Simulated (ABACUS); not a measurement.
The system is BaF2 (Frankdicksonite).

```xyz
3
Lattice="0.0000 3.1000 3.1000 3.1000 0.0000 3.1000 3.1000 3.1000 0.0000" Properties=species:S:1:pos:R:3 pbc="T T T"
Ba    0.0000    0.0000    0.0000
F     4.6501    4.6501    4.6501
F     1.5500    1.5500    1.5500
```

Base run:

| Quantity | Value |
| --- | --- |
| Program | ABACUS 3.10.1 |
| Functional | PBE |
| Potentials or basis | PseudoDojo NC SR 0.4.1 PBE standard |
| Cutoff | 1361 eV |
| Density cutoff | 5442 eV |
| Basis | TZDP LCAO (the cutoffs set its grid) |
| k mesh | 6 × 6 × 6 |
| Occupations | fermi-dirac, width 0.05 eV |
| Spin | no spin polarisation |

Its results: band gap on the k mesh 6.84 eV, indirect (least direct gap 6.91 eV); pressure 1.8 GPa.

The run is repeated on the same cell with these changes: basis from TZDP LCAO (the cutoffs set its grid) to DZP LCAO (the cutoffs set its grid); orbital files from Ba Ba_confined-atom_9au_4s3p3d1f.orb, F F_confined-atom_6au_3s3p2d1f.orb to Ba Ba_confined-atom_9au_3s2p2d.orb, F F_confined-atom_6au_2s2p1d.orb. What comes out?

Band gap on the k mesh 6.71 eV, indirect (least direct gap 6.77 eV); pressure 2.9 GPa.

Caveats: the atomic orbitals were generated for these runs and aren't a published set; this release of the barium file is off; spin-orbit coupling is left out, which moves the levels of the heavy elements; the basis of atomic orbitals isn't converged, which shifts pressures, moduli and gaps.

A k mesh can miss the band edges.
